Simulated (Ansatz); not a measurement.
BeO (wurtzite)

```
CELL_PARAMETERS angstrom
      2.71181     0.00000     0.00000
     -1.35591     2.34850     0.00000
      0.00000     0.00000     8.80911
ATOMIC_POSITIONS crystal
  Be 0.66667 0.33333 0.00075
  Be 0.66667 0.33333 0.50075
  Be 0.33333 0.66667 0.25075
  Be 0.33333 0.66667 0.75075
  O  0.66667 0.33333 0.31185
  O  0.66667 0.33333 0.81185
  O  0.33333 0.66667 0.06185
  O  0.33333 0.66667 0.56185
```

A phonon eigenvector at A = (0.0, 0.0, 0.5) is frozen into this cell: atom i moves by Q times the vector below, so Q is the largest atomic displacement, in Å. The cell is held. It is one choice among 2 degenerate patterns. (q is in reciprocal vectors of the primitive cell; the cell shown is doubled to hold the pattern.)

```csv
atom,x,y,z
Be1,0.000,0.000,1.000
Be2,0.000,0.000,-1.000
Be3,0.000,0.000,0.085
Be4,0.000,0.000,-0.085
O5,0.000,0.000,0.262
O6,0.000,0.000,-0.262
O7,0.000,0.000,-0.454
O8,0.000,0.000,0.454
```

All values below come from PBE (plane waves to 420 eV, PAW, scalar-relativistic; Ansatz, a first-principles code). k mesh 14×14×4 (Γ-centred), Fermi-Dirac smearing 0.05 eV. Energies are smeared free energies. BeO was relaxed with its symmetry unable to fall. ΔE is measured from the undisplaced structure.

```csv
Q (Å),ΔE (meV/cell)
-0.180,1592
-0.150,1099
-0.120,700
-0.090,withheld
-0.060,174
-0.030,43
0.000,0
0.030,43
0.060,174
0.090,withheld
0.120,700
0.150,1099
0.180,1592
```

Fit an even polynomial form (powers 2, 4) to the given rows and predict ΔE at Q = 0.090.

Least squares on the 11 given rows: ΔE = (48190)·Q² + (29210)·Q⁴, in meV/cell with Q in Å; root-mean-square residual 0.2 meV/cell. At 0.090 the fit gives 392 meV/cell; the calculation gives 392 meV/cell, the same to the digits shown. The quadratic term alone would give 390 meV/cell.

(A displaced cell: forces are minus the slopes of the energy, force constants its curvatures, and phonons follow from these.)
